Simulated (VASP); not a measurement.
A run of VASP 6.6.1:

INCAR

```
ALGO = Normal
EDIFF = 1E-7
EDIFFG = -0.005
ENCUT = 520
GGA = PE
IBRION = 2
ISIF = 3
ISMEAR = 0
KPAR = 4
LASPH = True
LCHARG = False
LREAL = False
LWAVE = False
NELM = 120
NSW = 60
POTIM = 0.3
PREC = Accurate
SIGMA = 0.1
```

KPOINTS

```
k-points
0
Gamma
  6 6 6
```

The input POSCAR:

```
In2O3                                   
1.0
    2.7909392571      1.6113495277      4.9216565036
   -2.7909392571      1.6113495277      4.9216565036
    0.0000000000     -3.2226990658      4.9216565037
  In              O             
     4     6
Direct
     0.3571798802031485    0.3571798802031485    0.3571798802031494
     0.1428201197968516    0.1428201197968516    0.1428201197968506
     0.6428201197968515    0.6428201197968515    0.6428201197968505
     0.8571798802031485    0.8571798802031485    0.8571798802031495
     0.5464253992326465    0.9535746007673535    0.2500000000000000
     0.2500000000000064    0.5464253992326529    0.9535746007673520
     0.9535746007673471    0.2499999999999936    0.5464253992326480
     0.4535746007673534    0.0464253992326466    0.7500000000000000
     0.7499999999999936    0.4535746007673469    0.0464253992326478
     0.0464253992326530    0.7500000000000064    0.4535746007673522
```

Potentials or basis: VASP PAW PBE potentials, release 64 (In_d, O).

The run is started by

```bash
$ cat potpaw_PBE.64/In_d/POTCAR potpaw_PBE.64/O/POTCAR > POTCAR
$ mpirun -np 4 vasp_std > vasp.out
```

Hardware: 4 MPI ranks on Intel(R) Xeon(R) Platinum 8488C (Sapphire Rapids) (shared host).

Q: Estimate the wall time of this run.

A: Wall time 3.2 min on 4 MPI ranks on Intel(R) Xeon(R) Platinum 8488C (Sapphire Rapids) (shared host), peak memory 0.43 GiB a rank. Counts: scf iterations 23, k points 32, ion steps 2.
